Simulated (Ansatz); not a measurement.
`FC(F)(F)COBCl` + H₂S → `SCOBCl` + `FC(F)F`  (substitution at a C–C bond)

Program: Ansatz. Geometries: PBE0-D4/def2-TZVP. ΔE: electronic, gas phase. CBS: MP2 limit from def2 TZ/QZ plus the TZ coupled-cluster correction, frozen cores. This one scheme is used for every species. DFT in def2-TZVPP. One conformer a species, not always the lowest.

Q: Is it downhill or uphill in electronic energy at CCSD(T)/CBS, and by how much? (Best estimate.)

A: Ansatz gave: Uphill: ΔE = +5.5 kcal/mol.

Q: What do these levels give: r2SCAN-D4, PBE0-D4, ωB97M-V, r2SCAN, SCS-MP2/def2-TZVPP, MP2/def2-QZVPP? (Estimate.)

A: Ansatz gave: r2SCAN-D4 5.7, PBE0-D4 4.7, ωB97M-V 6.1, r2SCAN 5.6, SCS-MP2/def2-TZVPP 4.6, MP2/def2-QZVPP 4.3 kcal/mol.

Largest T1 diagnostic among the species: 0.013.

From PBE to PBE0 (25 % exact exchange), in def2-TZVPP and without D4, ΔE moves by +1.1 kcal/mol.
